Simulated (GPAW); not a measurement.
Input of a GPAW 26.7.0 run:

run.py

```python
import numpy as np
from ase.dft.bandgap import bandgap
from ase.io import read, write
from gpaw import GPAW, PW
from gpaw.response.df import DielectricFunction

atoms = read('POSCAR')

calc = GPAW(mode=PW(600),
            xc='PBE',
            kpts={'size': (8, 8, 8), 'gamma': True},
            occupations={'name': 'fermi-dirac', 'width': 0.001},
            nbands=11,
            convergence={'density': 1e-06},
            maxiter=150,
            txt='gpaw.txt')
atoms.calc = calc
energy = atoms.get_potential_energy()
calc.write('gs.gpw')
write('result.traj', atoms)
print(f'Energy: {energy:.6f} eV')
print('Fermi level:', round(calc.get_fermi_level(), 4), 'eV')
print(f'Gap: {bandgap(calc)[0]:.4f} eV, direct: {bandgap(calc, direct=True)[0]:.4f} eV')

for size in [(26, 26, 26)]:
    name = 'x'.join(str(n) for n in size)
    dense = calc.fixed_density(kpts={'size': size, 'gamma': True},
                               nbands=30, convergence={'bands': 24, 'eigenstates': 1e-7},
                               update_fermi_level=True, txt=f'dense-{name}.txt')
    dense.write(f'{name}.gpw', mode='all')
    df = DielectricFunction(f'{name}.gpw', frequencies=np.array([0.0]), hilbert=False, eta=0.001,
                            ecut=80, nbands=24, intraband=False, txt=f'df-{name}.txt')
    for xc in ['RPA']:
        for direction in ['x', 'y', 'z', [0, 1, 1], [1, 0, 1], [1, 1, 0]]:
            e0, e = df.get_macroscopic_dielectric_constant(xc=xc, direction=direction)
            print(f'{name} {xc} {direction}: {e0:.4f} without, {e:.4f} with local fields')
```

File POSCAR:

```
GaN
1.0
    0.0000000000      2.2535006075      2.2535006075
    2.2535006075      0.0000000000      2.2535006075
    2.2535006075      2.2535006075      0.0000000000
Ga N
1 1
Direct
    0.0000000000      0.0000000000      0.0000000000
    0.2500000000      0.2500000000      0.2500000000
```

Potentials or basis: GPAW PAW data sets (gpaw-data 1.2.1), pw.

Run with:

```sh
$ OMP_NUM_THREADS=1 python run.py
```

Question: Predict the electronic dielectric tensor (diagonal).

Answer: 5.60.

Question: Estimate the band gap on the k mesh.

Answer: 1.80 eV, direct.

Electronic dielectric tensor:
```
5.60 0.00 0.00
0.00 5.60 0.00
0.00 0.00 5.60
```

Caveat: the long-wavelength limit can be off by a per cent or two.

**Measured values to compare with.**

From a printed reference work, textbook, for a bulk crystal of GaN at 0 K: band gap 3.299 eV (direct).

Measured gap of GaN: 3.299 eV (direct; 0 K; a printed reference work, textbook). This calculation gives 1.80 eV (-1.50 eV). Spin-orbit coupling on Ga is left out. The value is that of PBE on a finite k mesh, which can miss the band edges, without temperature or zero-point motion. Semilocal functionals fall short of measured gaps as a rule. The cell is a database's relaxed one, not the measured one, which moves gaps too.
